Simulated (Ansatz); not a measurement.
# ZrO2: the cost of one run

Program: Ansatz 0.2.0. Level of theory: DFT, PBE, plane-wave PAW, default files, scalar-relativistic, as far as a step names no other. These are calculated values, not measurements.

## 1. The system as given

The structure is tetragonal, space group P4_2/nmc (No. 137). The conventional cell has a = 3.596 Å, b = 3.596 Å, c = 5.177 Å, α = 90.00°, β = 90.00°, γ = 90.00°. Zr (site symmetry -4m2) is surrounded by 8 O at 2.08 to 2.37 Å. O (site symmetry 2mm) has 4 Zr at 2.08 to 2.37 Å as nearest neighbours.

Structure file:

```cif
data_structure
_symmetry_space_group_name_H-M 'P4_2/nmc:1'
_symmetry_Int_Tables_number 137
_cell_length_a 3.5961
_cell_length_b 3.5961
_cell_length_c 5.1770
_cell_angle_alpha 90.000
_cell_angle_beta 90.000
_cell_angle_gamma 90.000
_cell_volume 66.95
loop_
_atom_site_label
_atom_site_type_symbol
_atom_site_symmetry_multiplicity
_atom_site_Wyckoff_symbol
_atom_site_fract_x
_atom_site_fract_y
_atom_site_fract_z
_atom_site_occupancy
Zr1 Zr 2 a 0.00000 0.00000 0.00000 1
O1 O 4 d 0.00000 0.50000 0.20300 1
```

The earlier run gave: gap on the mesh 4.02 eV, largest force 0.041 eV/Å, pressure 5.3 GPa.

The printed gradients, by site:

| site | atoms | first shell | V_zz (10²¹ V/m²) | η | C_Q (MHz) |
| --- | --- | --- | --- | --- | --- |
| Zr | 1, 2 | 8 O at 2.08–2.37 Å | 4.81 | 0.00 | -20.5 (⁹¹Zr) |
| O | 3, 4, 5, 6 | 4 Zr at 2.08–2.37 Å | 0.89 | 0.13 | -0.549 (¹⁷O) |

Conventions: |V_zz| ≥ |V_yy| ≥ |V_xx|, η = (V_xx − V_yy)/V_zz, C_Q = eQV_zz/h. Quadrupole moments are those of Pyykkö's year-2017 table.

## 2. Ions relaxed at fixed cell

input.yaml reads:

```yaml
crystal:
  lattice:
    - [3.5961, 0.0, 0.0]
    - [0.0, 3.5961, 0.0]
    - [0.0, 0.0, 5.177]
  atoms:
    - { symbol: Zr, position: [0.0, 0.0, 0.0] }
    - { symbol: Zr, position: [0.5, 0.5, 0.5] }
    - { symbol: O, position: [0.0, 0.5, 0.203] }
    - { symbol: O, position: [0.0, 0.5, 0.703] }
    - { symbol: O, position: [0.5, 0.0, 0.297] }
    - { symbol: O, position: [0.5, 0.0, 0.797] }
kpoints:
  mp_grid: { grid: [8, 8, 6] }
scf:
  occupations: { method: fermi_dirac, width: 0.02 }
hamiltonian:
  xc: pbe
  pseudopotentials: { kind: paw }
output:
  forces: true
  stress: true
  populations: true
  efg:
    quadrupole_moments_barn: { Zr: -0.176, O: -0.02558 }
    contact_densities: true
  write_density: true
  write_potential: true
  elf: true
  volumetric_format: npy
relax:
  f_tol: 0.02
  max_steps: 60
```

The run is started by

```
> ansatz run input.yaml --threads 1 --pin off --max-ram 3072MiB --backend cpu --events-out ev --progress --plain --runs-dir out
```

What time and memory should one allow on 1 thread of Intel Xeon 6975P-C (Granite Rapids), shared host?

About 12 s, with a peak of 0.51 GiB.
